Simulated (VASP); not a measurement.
# AlN (Fm-3m) in VASP: a series of runs

Runs on AlN. Level: r2SCAN. Tasks: relaxation of cell and atoms.

Everything below comes from runs of VASP 6.6.1. Logs are shortened: lines on timing, memory, paths and dates and some standing lists are left out, and cuts for length are marked.

### Step 1. The structure

The structure is cubic, space group Fm-3m (No. 225). The conventional cell has a = 4.069 Å, b = 4.069 Å, c = 4.069 Å, α = 90.00°, β = 90.00°, γ = 90.00°. Around Al (site symmetry m-3m) lie 6 N at 2.03 Å. N (site symmetry m-3m) has 6 Al at 2.03 Å as nearest neighbours.

Measurements of this composition are mostly on another form, of space group No. 186.

### Step 2. Relaxation of cell and atoms, r2SCAN, target pressure 14.5 GPa, at which the enthalpy is minimised

Input file INCAR:

```
PREC = Accurate
ENCUT = 600
EDIFF = 1E-6
ISMEAR = 0
SIGMA = 0.03
LREAL = F
LASPH = T
NELM = 80
ALGO = Normal
ISIF = 3
LWAVE = F
LCHARG = F
METAGGA = R2SCAN
LMIXTAU = T
IBRION = 2
NSW = 90
EDIFFG = -0.01
PSTRESS = 145.0
```

Input file KPOINTS:

```
regular mesh
0
Gamma
  12 12 12
```

Input file POSCAR:

```
AlN
1.0
    0.0000000000      2.0345180000      2.0345180000
    2.0345180000      0.0000000000      2.0345180000
    2.0345180000      2.0345180000      0.0000000000
Al N
1 1
Direct
    0.5000000000      0.5000000000      0.5000000000
    0.0000000000      0.0000000000      0.0000000000
```

Potentials or basis: VASP PAW PBE potentials, release 64 (Al, N).

Started as:

```
> cat potpaw_PBE.64/Al/POTCAR potpaw_PBE.64/N/POTCAR > POTCAR
> mpirun -np 1 vasp_std > vasp.out
```

OUTCAR:

```text
PREC = Accurate
   ENCUT = 600
   EDIFF = 1E-6
   ISMEAR = 0
   LREAL = F
   LASPH = T
   NELM = 80
   ISIF = 3
   METAGGA = R2SCAN
   IBRION = 2
   NSW = 90
   EDIFFG = -0.01
   PSTRESS = 145.0

 ion  position               nearest neighbor table
   1  0.500  0.500  0.500-   2 2.03   2 2.03   2 2.03   2 2.03   2 2.03   2 2.03
   2  0.000  0.000  0.000-   1 2.03   1 2.03   1 2.03   1 2.03   1 2.03   1 2.03

  LATTYP: Found a face centered cubic cell.
 ALAT       =     4.0690360000

  Lattice vectors:

 A1 = (   0.0000000000,   2.0345180000,   2.0345180000)
 A2 = (   2.0345180000,   0.0000000000,   2.0345180000)
 A3 = (   2.0345180000,   2.0345180000,   0.0000000000)

Analysis of symmetry for initial positions (statically):
=====================================================================
 Subroutine PRICEL returns:
 Original cell was already a primitive cell.

 Routine SETGRP: Setting up the symmetry group for a
 face centered cubic supercell.

 Subroutine GETGRP returns: Found 48 space group operations
 (whereof 48 operations were pure point group operations)
 out of a pool of 48 trial point group operations.

The static configuration has the point symmetry O_h .

Analysis of symmetry for dynamics (positions and initial velocities):
=====================================================================
 Subroutine PRICEL returns:
 Original cell was already a primitive cell.

 Routine SETGRP: Setting up the symmetry group for a
 face centered cubic supercell.

 Subroutine GETGRP returns: Found 48 space group operations
 (whereof 48 operations were pure point group operations)
 out of a pool of 48 trial point group operations.

The dynamic configuration has the point symmetry O_h .

 Subroutine INISYM returns: Found 48 space group operations
 (whereof 48 operations are pure point group operations),
 and found     1 'primitive' translations

----------------------------------------------------------------------------------------

                                     Primitive cell

  volume of cell :      16.8428

  direct lattice vectors                    reciprocal lattice vectors
     0.000000000  2.034518000  2.034518000    -0.245758455  0.245758455  0.245758455
     2.034518000  0.000000000  2.034518000     0.245758455 -0.245758455  0.245758455
     2.034518000  2.034518000  0.000000000     0.245758455  0.245758455 -0.245758455

  length of vectors
     2.877242948  2.877242948  2.877242948     0.425666130  0.425666130  0.425666130

  position of ions in fractional coordinates (direct lattice)
     0.500000000  0.500000000  0.500000000
     0.000000000  0.000000000  0.000000000

  ion indices of the primitive-cell ions
   primitive index   ion index
                 1           1
                 2           2

----------------------------------------------------------------------------------------

 KPOINTS: regular mesh

Automatic generation of k-mesh.
 Grid dimensions read from file:
 generate k-points for:   12   12   12

 Generating k-lattice:

  Cartesian coordinates                     Fractional coordinates (reciprocal lattice)
    -0.020479871  0.020479871  0.020479871     0.083333333  0.000000000  0.000000000
     0.020479871 -0.020479871  0.020479871     0.000000000  0.083333333  0.000000000
     0.020479871  0.020479871 -0.020479871     0.000000000  0.000000000  0.083333333

  Length of vectors
     0.035472178  0.035472178  0.035472178

  Shift w.r.t. Gamma in fractional coordinates (k-lattice)
     0.000000000  0.000000000  0.000000000

 Subroutine IBZKPT returns following result:
 ===========================================

 Found     72 irreducible k-points:

 Following reciprocal coordinates:
            Coordinates               Weight
  0.000000  0.000000  0.000000      1.000000
  0.083333  0.000000  0.000000      8.000000
  0.166667  0.000000  0.000000      8.000000
  0.250000  0.000000  0.000000      8.000000
  0.333333  0.000000  0.000000      8.000000
  0.416667  0.000000  0.000000      8.000000
[... 16 lines left out ...]
  0.500000  0.166667  0.000000     24.000000
 -0.416667  0.166667  0.000000     24.000000
 [... further k-points ...]
   k-points           NKPTS =     72   k-points in BZ     NKDIM =     72   number of bands    NBANDS=      8
   number of dos      NEDOS =    301   number of ions     NIONS =      2
   total plane-waves  NPLWV =  13824
   dimension x,y,z NGX =    24 NGY =   24 NGZ =   24
   dimension x,y,z NGXF=    48 NGYF=   48 NGZF=   48
   ions per type =               1   1
   NGX,Y,Z   is equivalent  to a cutoff of  13.87, 13.87, 13.87 a.u.
   NGXF,Y,Z  is equivalent  to a cutoff of  27.73, 27.73, 27.73 a.u.
 SYSTEM =  unknown system
   PREC   = accura    normal or accurate (medium, high low for compatibility)
   ISTART =      0    job   : 0-new  1-cont  2-samecut
   ICHARG =      2    charge: 1-file 2-atom 10-const
   ISPIN  =      1    spin polarized calculation?
   LNONCOLLINEAR =      F non collinear calculations
   LSORBIT =      F    spin-orbit coupling
   LASPH  =      T    aspherical Exc in radial PAW
   ENCUT  =  600.0 eV  44.10 Ry    6.64 a.u.   5.75  5.75  5.75*2*pi/ulx,y,z
   NELM   =     80;   NELMIN=  2; NELMDL= -5     # of ELM steps
   EDIFF  = 0.1E-05   stopping-criterion for ELM
   LREAL  =      F    real-space projection
   EDIFFG = -.1E-01   stopping-criterion for IOM
   NSW    =     90    number of steps for IOM
   IBRION =      2    ionic relax: 0-MD 1-quasi-New 2-CG
   NFREE  =      1    steps in history (QN), initial steepest desc. (CG)
   ISIF   =      3    stress and relaxation
   ISYM   =      2    0-nonsym 1-usesym 2-fastsym
   POTIM  = 0.5000    time-step for ionic-motion
   TEBEG  =    0.0;   TEEND  =   0.0 temperature during run
   PSTRESS=  145.0 pullay stress
   NELECT =       8.0000    total number of electrons
   NUPDOWN=      -1.0000    fix difference up-down
   EMIN   =  10.00;   EMAX   =-10.00  energy-range for DOS
   EFERMI =   0.00;   METHOD = LEGACY
   ISMEAR =     0;   SIGMA  =   0.03  broadening in eV -4-tet -1-fermi 0-gaus
   EFERMI_NEDOS =   21; number of points for ismear=-14 and -15
   IALGO  =     38    algorithm
   IMIX   =      4    mixing-type and parameters
     AMIX     =   0.40;   BMIX     =  1.00
     AMIX_MAG =   1.60;   BMIX_MAG =  1.00
  volume/ion in A,a.u.               =       8.42        56.83
  Fermi-wavevector in a.u.,A,eV,Ry     =   1.277321  2.413786 22.198561  1.631548
  Thomas-Fermi vector in A             =   2.409927
   LORBIT       =      0    0 simple, 1 ext, 2 COOP (PROOUT), +10 PAW based schemes
   METAGGA = R2SCAN    functional components
   LHFCALC =     F    Hartree Fock is set to
   AEXX    =    0.0000 exact exchange contribution
   IVDW    =     0    specifies the selected vdW correction
   LEPSILON=     F    determine dielectric tensor
   LRPA    =     F    only Hartree local field effects (RPA)
 conjugate gradient relaxation of ions
 non-spin polarized calculation
 Gauss-broadening in eV      SIGMA  =   0.03
  energy-cutoff  :      600.00
  volume of cell :       16.84
 maximum number of plane-waves:       588
   NGX = 11   NGY = 11   NGZ = 11

--------------------------------------- Ionic step        1  -------------------------------------------

 number of electron       7.9999999 magnetization

 Free energy of the ion-electron system (eV)
  ---------------------------------------------------
  ext. energy  EPLUGINS =         0.00000000
  ---------------------------------------------------
  free energy    TOTEN  =       -18.88804327 eV

  energy without entropy =      -18.88804327  energy(sigma->0) =      -18.88804327

 E-fermi :   9.7522     XC(G=0): -12.7838

 val. band max:        9.5314013533   @ k =   0.0000   0.0000   0.0000
 cond. band min:      14.8240995930   @ k =   0.5000   0.5000   0.0000
 fundamental gap:      5.2926982397
 Fermi energy:         9.7521819117

 k-point     1 :       0.0000    0.0000    0.0000
  band No.  band energies     occupation
      1      -8.6962      2.00000
      2       9.5314      2.00000
      3       9.5314      2.00000
      4       9.5314      2.00000
      5      15.7642      0.00000
      6      22.3774      0.00000
      7      22.3774      0.00000
      8      22.3774      0.00000

 k-point     2 :       0.0833    0.0000    0.0000
  band No.  band energies     occupation
      1      -8.5537      2.00000
      2       8.7916      2.00000
      3       9.4421      2.00000
      4       9.4421      2.00000
      5      16.2439      0.00000
      6      21.7377      0.00000
      7      22.6058      0.00000
      8      22.6058      0.00000
[... 347 lines left out ...]
  FREE ENERGIE OF THE ION-ELECTRON SYSTEM (eV)
  ---------------------------------------------------
  free  energy   TOTEN  =       -18.8669211170 eV

  energy  without entropy=      -18.8669211170  energy(sigma->0) =      -18.86692112

  enthalpy is  TOTEN    =       -17.4477594375 eV   P V=        1.4191616794

--------------------------------------- Ionic step        4  -------------------------------------------

 number of electron       8.0000000 magnetization

 Free energy of the ion-electron system (eV)
  ---------------------------------------------------
  ext. energy  EPLUGINS =         0.00000000
  ---------------------------------------------------
  free energy    TOTEN  =       -18.86484021 eV

  energy without entropy =      -18.86484021  energy(sigma->0) =      -18.86484021

 E-fermi :  10.7027     XC(G=0): -13.1487

 val. band max:       10.4825959348   @ k =   0.0000   0.0000   0.0000
 cond. band min:      16.3710287610   @ k =   0.5000   0.5000   0.0000
 fundamental gap:      5.8884328263
 Fermi energy:        10.7026989104

 k-point     1 :       0.0000    0.0000    0.0000
  band No.  band energies     occupation
      1      -8.4260      2.00000
      2      10.4826      2.00000
      3      10.4826      2.00000
      4      10.4826      2.00000
      5      17.8329      0.00000
      6      23.5774      0.00000
      7      23.5774      0.00000
      8      23.5774      0.00000

 k-point     2 :       0.0833    0.0000    0.0000
  band No.  band energies     occupation
      1      -8.2730      2.00000
      2       9.7369      2.00000
      3      10.3812      2.00000
      4      10.3812      2.00000
      5      18.2792      0.00000
      6      22.9387      0.00000
      7      23.8317      0.00000
      8      23.8317      0.00000
[... 264 lines left out ...]
 POSITION                                       TOTAL-FORCE (eV/Angst)
 -----------------------------------------------------------------------------------
      1.98563      1.98563      1.98563         0.000000     -0.000000      0.000000
      1.98563      1.98563      0.00000         0.000000      0.000000     -0.000000
 -----------------------------------------------------------------------------------
    total drift:                                0.000000     -0.000000     -0.000000

  FREE ENERGIE OF THE ION-ELECTRON SYSTEM (eV)
  ---------------------------------------------------
  free  energy   TOTEN  =       -18.8648402090 eV

  energy  without entropy=      -18.8648402090  energy(sigma->0) =      -18.86484021

  enthalpy is  TOTEN    =       -17.4478083059 eV   P V=        1.4170319030

 reached required accuracy - stopping structural energy minimisation
```

Wall time 2.3 min (1 thread of Intel Xeon Platinum 8488C (Sapphire Rapids), shared host); peak memory 0.14 GiB.

What came out:

- Free energy: -18.8648 eV
- Relaxed volume: 7.83 Å³/atom
- Relaxed cell: a = 2.808 Å, b = 2.808 Å, c = 2.808 Å, α = 60.00°, β = 60.00°, γ = 60.00°
- Space group after relaxing (to 0.05 Å): Fm-3m (No. 225)
- Energy change on relaxing (the enthalpy is what falls): +11.6 meV/atom
- Ionic steps: 4
- Pressure after relaxing: 14.5 GPa
- Band gap on the k mesh: 5.89 eV, indirect (least direct gap 7.35 eV)

Step by step:
| step | energy change (eV) | largest force (eV/Å) | pressure (GPa) | volume (Å³) |
| --- | --- | --- | --- | --- |
| 1 | 0.0000 | 0.0000 | -6.84 | 16.84 |
| 2 | 0.3024 | 0.0000 | 51.85 | 14.25 |
| 3 | 0.0211 | 0.0000 | 13.95 | 15.68 |
| 4 | 0.0232 | 0.0000 | 14.45 | 15.66 |

Final structure:
```xyz
2
Lattice="0.0000 1.9856 1.9856 1.9856 0.0000 1.9856 1.9856 1.9856 0.0000" Properties=species:S:1:pos:R:3 pbc="T T T"
Al    1.9856    1.9856    1.9856
N     1.9856    1.9856    0.0000
```

Caveat: the cell is relaxed towards a set pressure, so the enthalpy falls and the energy may rise; the PAW data sets were made with another functional, which shifts forces and pressure a little.

### Step 3. Relaxation of cell and atoms, r2SCAN, target pressure 14.5 GPa, at which the enthalpy is minimised

This run uses another cell than the first one, of 7.83 Å³/atom, 0.930 times its volume.

Changes to INCAR since step 2:

```diff
@@ -2,3 +2,3 @@
 ENCUT = 600
-EDIFF = 1E-6
+EDIFF = 1E-7
 ISMEAR = 0
@@ -16,3 +16,3 @@
 NSW = 90
-EDIFFG = -0.01
+EDIFFG = -0.005
 PSTRESS = 145.0
```

KPOINTS is that of step 2.

Input file POSCAR:

```
AlN                                     
1.0
   -0.0000000000      1.9856257865      1.9856257865
    1.9856257865     -0.0000000000      1.9856257865
    1.9856257865      1.9856257865      0.0000000000
  Al              N             
     1     1
Direct
     0.5000000000000000    0.5000000000000000    0.5000000000000000
     0.0000000000000000    0.0000000000000000    1.0000000000000000
```

Potentials or basis: VASP PAW PBE potentials, release 64 (Al, N).

Started as:

```
> cat potpaw_PBE.64/Al/POTCAR potpaw_PBE.64/N/POTCAR > POTCAR
> mpirun -np 1 vasp_std > vasp.out
```

It took 43 s on 1 thread of Intel Xeon Platinum 8488C (Sapphire Rapids), shared host; peak memory 0.14 GiB.

It converged, with:

```yaml
Free_energy: -18.8641 eV
Pressure_after_relaxing: 14.5 GPa
Band_gap_on_the_k_mesh: 5.89 eV, indirect (least direct gap 7.35 eV)
```

Final structure:
```cif
data_structure
_symmetry_space_group_name_H-M 'P 1'
_symmetry_Int_Tables_number 1
_cell_length_a 2.8081
_cell_length_b 2.8081
_cell_length_c 2.8081
_cell_angle_alpha 60.000
_cell_angle_beta 60.000
_cell_angle_gamma 60.000
_cell_volume 15.66
loop_
_atom_site_label
_atom_site_type_symbol
_atom_site_fract_x
_atom_site_fract_y
_atom_site_fract_z
_atom_site_occupancy
Al1 Al 0.50000 0.50000 0.50000 1
N1 N 0.00000 0.00000 0.00000 1
```

Levels at points of the mesh, in eV from the valence-band top:
| k point | band 1 | band 2 | band 3 | band 4 | band 5 | band 6 | band 7 | band 8 |
| --- | --- | --- | --- | --- | --- | --- | --- | --- |
| (0.00, 0.00, 0.00) | -18.91 | 0.00 | 0.00 | 0.00 | 7.35 | 13.10 | 13.10 | 13.10 |
| (0.50, 0.00, 0.00) | -15.45 | -8.80 | -1.26 | -1.26 | 7.27 | 12.37 | 12.37 | 15.48 |
| (0.50, 0.50, 0.00) | -14.40 | -7.92 | -3.04 | -3.04 | 5.89 | 6.04 | 16.08 | 19.61 |

Caveat: the relaxation stopped at its first step, so nothing moved; the cell is relaxed towards a set pressure, so the enthalpy falls and the energy may rise; the PAW data sets were made with another functional, which shifts forces and pressure a little. r2SCAN opens gaps a little over a GGA but as a rule still falls short of measured ones.
